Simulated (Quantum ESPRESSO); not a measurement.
# MgO (P6_3mc) in Quantum ESPRESSO: reference runs, part 2 of 2

Quantum ESPRESSO 7.5.

### Step 3. Single point, PBE (atoms moved at random, drawn with an rms of 0.05 Å)

The input, pw.in:

```
&CONTROL
  calculation = 'scf'
  prefix = 'pwscf'
  outdir = './tmp'
  pseudo_dir = './pseudo'
  tprnfor = .true.
  tstress = .true.
  disk_io = 'nowf'
/
&SYSTEM
  ibrav = 0
  nat = 4
  ntyp = 2
  ecutwfc = 55
  ecutrho = 440
  nbnd = 14
  occupations = 'smearing'
  smearing = 'fd'
  degauss = 0.00367493
/
&ELECTRONS
  conv_thr = 8d-10
  electron_maxstep = 120
  mixing_beta = 0.5
/
ATOMIC_SPECIES
Mg    24.3050 Mg.pbe-n-kjpaw_psl.0.3.0.UPF
O     15.9990 O.pbe-n-kjpaw_psl.0.1.UPF
CELL_PARAMETERS angstrom
   3.3077869865    0.0000000000    0.0000000000
  -1.6538934933    2.8646275606    0.0000000000
   0.0000000000    0.0000000000    4.9828816700
ATOMIC_POSITIONS crystal
Mg     0.6635620000    0.3496300000    0.4870640000
Mg     0.3227370000    0.6737780000    0.0089120000
O      0.6632130000    0.3311210000    0.9070510000
O      0.3041830000    0.6610780000    0.4125900000
K_POINTS automatic
9 9 6 0 0 0
```

Potentials or basis: SSSP 1.3 efficiency PBE.

Started as:

```
$ OMP_NUM_THREADS=1 pw.x -in pw.in > pw.out
```

pw.out:

```text
This program is part of the open-source Quantum ESPRESSO suite
     for quantum simulation of materials; please cite
         "P. Giannozzi et al., J. Phys.:Condens. Matter 21 395502 (2009);
         "P. Giannozzi et al., J. Phys.:Condens. Matter 29 465901 (2017);
         "P. Giannozzi et al., J. Chem. Phys. 152 154105 (2020);
     in publications or presentations arising from this work. More details at

     file Mg.pbe-n-kjpaw_psl.0.3.0.UPF: wavefunction(s)  3S renormalized
     file O.pbe-n-kjpaw_psl.0.1.UPF: wavefunction(s)  2P renormalized

     G-vector sticks info
     --------------------
     sticks:   dense  smooth     PW     G-vecs:    dense   smooth      PW
     Sum        1177     595    187                49647    17547    2971

     Using Slab Decomposition

     bravais-lattice index     =            0
     lattice parameter (alat)  =       6.2508  a.u.
     unit-cell volume          =     318.6272 (a.u.)^3
     number of atoms/cell      =            4
     number of atomic types    =            2
     number of electrons       =        16.00
     number of Kohn-Sham states=           14
     kinetic-energy cutoff     =      55.0000  Ry
     charge density cutoff     =     440.0000  Ry
     scf convergence threshold =      8.0E-10
     mixing beta               =       0.5000
     number of iterations used =            8  plain     mixing
     Exchange-correlation= SLA  PW   PBX  PBC
                           (   1   4   3   4   0   0   0)

     celldm(1)=   6.250811  celldm(2)=   0.000000  celldm(3)=   0.000000
     celldm(4)=   0.000000  celldm(5)=   0.000000  celldm(6)=   0.000000

     crystal axes: (cart. coord. in units of alat)
               a(1) = (   1.000000   0.000000   0.000000 )
               a(2) = (  -0.500000   0.866025   0.000000 )
               a(3) = (   0.000000   0.000000   1.506409 )

     reciprocal axes: (cart. coord. in units 2 pi/alat)
               b(1) = (  1.000000  0.577350 -0.000000 )
               b(2) = (  0.000000  1.154701  0.000000 )
               b(3) = (  0.000000 -0.000000  0.663830 )

     PseudoPot. # 1 for Mg read from file:
     Mg.pbe-n-kjpaw_psl.0.3.0.UPF
     Pseudo is Projector augmented-wave + core cor, Zval =  2.0
     Generated using "atomic" code by A. Dal Corso  v.5.0.99 svn rev. 10869
     Shape of augmentation charge: PSQ
     Using radial grid of 1129 points,  4 beta functions with:
                l(1) =   0
                l(2) =   0
                l(3) =   1
                l(4) =   1
     Q(r) pseudized with 0 coefficients

     PseudoPot. # 2 for O  read from file:
     O.pbe-n-kjpaw_psl.0.1.UPF
     Pseudo is Projector augmented-wave + core cor, Zval =  6.0
     Generated using "atomic" code by A. Dal Corso  v.5.0.99 svn rev. 10869
     Shape of augmentation charge: BESSEL
     Using radial grid of 1095 points,  4 beta functions with:
                l(1) =   0
                l(2) =   0
                l(3) =   1
                l(4) =   1
     Q(r) pseudized with 0 coefficients

     atomic species   valence    mass     pseudopotential
     Mg                2.00    24.30500     Mg( 1.00)
     O                 6.00    15.99900     O ( 1.00)

     No symmetry found

   Cartesian axes

     site n.     atom                  positions (alat units)
         1        Mg     tau(   1) = (   0.4887470   0.3027885   0.7337178  )
         2        Mg     tau(   2) = (  -0.0141520   0.5835089   0.0134251  )
         3        O      tau(   3) = (   0.4976525   0.2867592   1.3663902  )
         4        O      tau(   4) = (  -0.0263560   0.5725103   0.6215295  )

     number of k points=   244  Fermi-Dirac smearing, width (Ry)=  0.0037

     Number of k-points >= 100: set verbosity='high' to print them.

     Dense  grid:    49647 G-vectors     FFT dimensions: (  45,  45,  64)

     Smooth grid:    17547 G-vectors     FFT dimensions: (  30,  30,  45)

     Initial potential from superposition of free atoms

     starting charge      15.9981, renormalised to      16.0000
     Starting wfcs are   16 randomized atomic wfcs

     Self-consistent Calculation

     iteration #  1     ecut=    55.00 Ry     beta= 0.50
     Davidson diagonalization with overlap
     ethr =  1.00E-02,  avg # of iterations =  4.2

     total energy              =    -150.66378160 Ry
     estimated scf accuracy    <       1.09493738 Ry

     iteration #  2     ecut=    55.00 Ry     beta= 0.50
     Davidson diagonalization with overlap
     ethr =  6.84E-03,  avg # of iterations =  2.0

     total energy              =    -150.99102562 Ry
     estimated scf accuracy    <       0.28959546 Ry

     iteration #  3     ecut=    55.00 Ry     beta= 0.50
     Davidson diagonalization with overlap
     ethr =  1.81E-03,  avg # of iterations =  1.1
[... 36 lines left out ...]
     total energy              =    -151.04404279 Ry
     estimated scf accuracy    <       0.00000003 Ry

     iteration #  9     ecut=    55.00 Ry     beta= 0.50
     Davidson diagonalization with overlap
     ethr =  1.86E-10,  avg # of iterations =  6.4

     total energy              =    -151.04404285 Ry
     estimated scf accuracy    <          6.3E-09 Ry

     iteration # 10     ecut=    55.00 Ry     beta= 0.50
     Davidson diagonalization with overlap
     ethr =  3.94E-11,  avg # of iterations =  2.5

     End of self-consistent calculation

     Number of k-points >= 100: set verbosity='high' to print the bands.

     the Fermi energy is     4.9221 ev

!    total energy              =    -151.04404285 Ry
     total all-electron energy =     -1102.846245 Ry
     estimated scf accuracy    <          4.4E-10 Ry
     smearing contrib. (-TS)   =      -0.00000000 Ry
     internal energy E=F+TS    =    -151.04404285 Ry

     The total energy is F=E-TS. E is the sum of the following terms:
     one-electron contribution =     -27.37761149 Ry
     hartree contribution      =      23.56959503 Ry
     xc contribution           =     -18.57000773 Ry
     ewald contribution        =     -47.03918862 Ry
     one-center paw contrib.   =     -81.62683004 Ry

     convergence has been achieved in  10 iterations

     Forces acting on atoms (cartesian axes, Ry/au):

     atom    1 type  1   force =    -0.02676259   -0.02934500    0.04324759
     atom    2 type  1   force =     0.01157967   -0.00979168   -0.01928316
     atom    3 type  2   force =    -0.01610147    0.01064229    0.00023568
     atom    4 type  2   force =     0.03128438    0.02849439   -0.02420011

     Total force =     0.082452     Total SCF correction =     0.000003

     Computing stress (Cartesian axis) and pressure

          total   stress  (Ry/bohr**3)                   (kbar)     P=       35.55
   0.00048052   0.00022080  -0.00001916           70.69       32.48       -2.82
   0.00022080   0.00027475  -0.00006934           32.48       40.42      -10.20
  -0.00001916  -0.00006934  -0.00003026           -2.82      -10.20       -4.45

=------------------------------------------------------------------------------=
   JOB DONE.
=------------------------------------------------------------------------------=
```

Wall time 1.7 min (1 thread of Arm Neoverse V2, shared host); peak memory 0.19 GiB.

What came out:

```yaml
Free_energy: -2055.0589 eV
Pressure: 3.6 GPa
Largest_force: 1.510 eV/Å
Band_gap_on_the_k_mesh: 3.35 eV, direct
```

Forces in eV/Å, atoms in the order of the input:
```
Mg  -0.688 -0.754  1.112
Mg   0.298 -0.252 -0.496
O   -0.414  0.274  0.006
O    0.804  0.733 -0.622
```

Levels at points of the mesh, in eV from the valence-band top:
```
            k point  band 5  band 6  band 7  band 8  band 9  band 10  band 11  band 12
 (0.00, 0.00, 0.00)   -0.95   -0.47   -0.43    0.00    3.35     8.53    10.26    13.87
(0.00, 0.00, -0.50)   -1.01   -0.89   -0.55   -0.48    5.73     6.13    12.87    13.36
```

Caveat: an odd mesh through Γ misses points on the zone boundary, where band edges often lie.
